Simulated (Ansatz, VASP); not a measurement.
Zn: VASP beside Ansatz

```
Zn
1.0
     2.52494    0.00000    0.00000
    -1.26247    2.18666    0.00000
     0.00000    0.00000    2.93913
Zn
1
Direct
  0.00000 0.00000 0.00000
```

Alike in both runs: functional PBEsol; k mesh 24 × 24 × 22; occupations gaussian, width 0.1 eV; no spin polarisation.

Ansatz relaxed the structure, and its values are those at the end. VASP's run is a single point on that final structure, the one shown.

|  | VASP | Ansatz |
| --- | --- | --- |
| version | VASP 6.6.1 | Ansatz 0.2.0 |
| potentials or method | VASP PAW PBE potentials, release 64 (Zn) | scalar-relativistic, plane waves, PAW |
| plane-wave cutoff (eV) | 520 | 420 |
| valence electrons in the cell | 12 | 12 |

|  | VASP | Ansatz | Ansatz less VASP |
| --- | --- | --- | --- |
| gap on the k mesh at the Fermi level (eV) | none | none | - |
| pressure (GPa) | 0.4 | 0.0 | -0.38 |

A gap of «none» marks a metal or a gap that the smearing closes.

Caveats: the PAW data sets were made with another functional, which shifts forces and pressure a little (VASP).
